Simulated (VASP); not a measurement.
A run of VASP 6.6.1 is set up as follows.

Contents of INCAR:

```
  PREC = Accurate
  ENCUT = 520
  EDIFF = 1E-6
  ISMEAR = 0
  SIGMA = 0.1
  LREAL = False
  LASPH = True
  NELM = 100
  ALGO = Normal
  ISIF = 2
  LWAVE = False
  LCHARG = True
  GGA = PS
  LELF = True
  LVHAR = True
  NBANDS = 7
```

The input KPOINTS:

```
Automatic mesh
0
Gamma
  30 30 30
```

File POSCAR:

```
Be
1.0
   -1.2463081624      1.2463081624      1.2463081624
    1.2463081624     -1.2463081624      1.2463081624
    1.2463081624      1.2463081624     -1.2463081624
Be
1
Direct
    0.0000000000      0.0000000000      0.0000000000
```

Potentials or basis: VASP PAW PBE potentials, release 64 (Be).

Launch:

```sh
$ cat potpaw_PBE.64/Be/POTCAR > POTCAR
$ mpirun -np 1 vasp_std > vasp.out
```

(1) What does it give for the band gap on the k mesh?

(2) What does it give for the pressure?

Answers

(1) none (metal or under the smearing width).

(2) 0.4 GPa.

Caveat: the PAW data sets were made with another functional, which shifts forces and pressure a little.
